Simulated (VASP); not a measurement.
# H21O10F: single point with PBE+D3(BJ)

The system is H21O10F.

```xyz
32
Lattice="6.9382 0.0000 0.0000 0.0000 6.9382 0.0000 0.0000 0.0000 6.9382" Properties=species:S:1:pos:R:3 pbc="T T T"
O     5.5413    4.7063    3.8826
O     1.4983    1.5123    4.2475
O     7.0810   -0.2094    2.6016
O     1.7049    7.3454    6.8031
O     5.1534    1.5448    1.0147
O     1.8042    4.1578    3.0349
O     0.4581    3.0831    0.8619
O     4.5758    6.3342    5.9579
O     4.0147    1.2271    4.0799
O     1.7679    4.3411    5.7704
H     6.0363    5.4665    3.4410
H     5.0378    5.1807    4.6013
H     1.5677    2.3599    3.7304
H     2.4699    1.1716    4.1896
H     7.6608    0.4227    3.0768
H     6.4083    0.2539    2.0200
H     1.4412    7.7691    5.9305
H     1.1795    6.5452    6.9769
H     4.4873    2.0038    1.5452
H     5.8771    2.1919    1.0454
H     1.1573    3.9578    2.2978
H     2.6709    4.3085    2.5925
H     0.8136    3.7109    0.1863
H     0.9282    2.2224    0.7553
H     5.0624    6.8607    6.6764
H     3.6150    6.3481    6.2288
H     4.3246    2.0956    4.3348
H     4.4929    0.5316    4.6026
H     2.4998    3.8029    6.0018
H     1.7154    4.3087    4.7788
H     4.7687    4.2487    2.7656
F     4.2223    3.8798    1.9600
```

The cell was built by a generator and needn't be a form met in nature.

| Property | Result |
| --- | --- |
| Program | VASP 6.6.1 |
| Task | single point |
| Functional | PBE |
| Dispersion | D3(BJ) |
| Potentials or basis | VASP PAW PBE potentials, release 64 (O, H, F) |
| Cutoff | 520 eV |
| k mesh | 1 × 1 × 1 |
| Occupations | fermi-dirac, width 0.05 eV |
| Spin | no spin polarisation |
| Dipole correction | no |
| Further INCAR settings | LREAL = Auto; ALGO = Fast; EDIFF = 1e-06; NBANDS = 66 |

```
Pressure                   : -0.7 GPa
Largest force              : 1.943 eV/Å
Band gap on the k mesh     : 4.52 eV, direct
Dispersion energy per atom : -0.032 eV
```

Forces in eV/Å, atoms in the order of the input:
```
O   -0.401  0.669 -0.477
O    0.565 -0.272 -0.487
O   -1.405 -0.851 -1.038
O    0.161  0.709 -0.281
O    0.069 -0.982 -0.166
O   -0.338 -0.209 -0.112
O    0.033 -0.103  0.639
O    0.035  0.354  0.907
O    0.070 -0.858 -0.670
O   -1.214  1.273 -0.273
H    0.441 -0.184  0.131
H    0.277 -0.275 -0.022
H   -0.154 -0.124  0.434
H   -0.691  0.594  0.021
H   -0.114  0.591  0.347
H    0.746  0.120  0.843
H   -0.018 -0.584  0.478
H   -0.044  0.158 -0.270
H   -0.476 -0.094  0.220
H    0.601  0.539 -0.445
H    0.367  0.027  0.385
H   -0.153 -0.263 -0.018
H   -0.092 -0.347 -0.560
H    0.169  0.221 -0.247
H   -0.925 -0.477 -0.830
H    0.615  0.201 -0.008
H    0.490  0.497  0.313
H   -0.151  0.396  0.307
H    1.563 -1.069  0.405
H   -0.224  0.029 -0.017
H    0.056 -0.085  0.119
F    0.141  0.400  0.372
```

Stress tensor (GPa, compression positive):
```
 0.54 -0.20 -0.52
-0.20 -0.96  0.00
-0.52  0.00 -1.59
```

Levels at points of the mesh, in eV from the valence-band top:
| k point | band 42 | band 43 | band 44 | band 45 | band 46 | band 47 |
| --- | --- | --- | --- | --- | --- | --- |
| (0.00, 0.00, 0.00) | -0.29 | -0.23 | 0.00 | 4.52 | 7.17 | 7.60 |

Run time: 34 s on 1 thread of Intel(R) Xeon(R) Platinum 8559C (Emerald Rapids) (shared host), peak memory 0.38 GiB.

A hybrid or GW would open this gap; PBE tends to underestimate it.
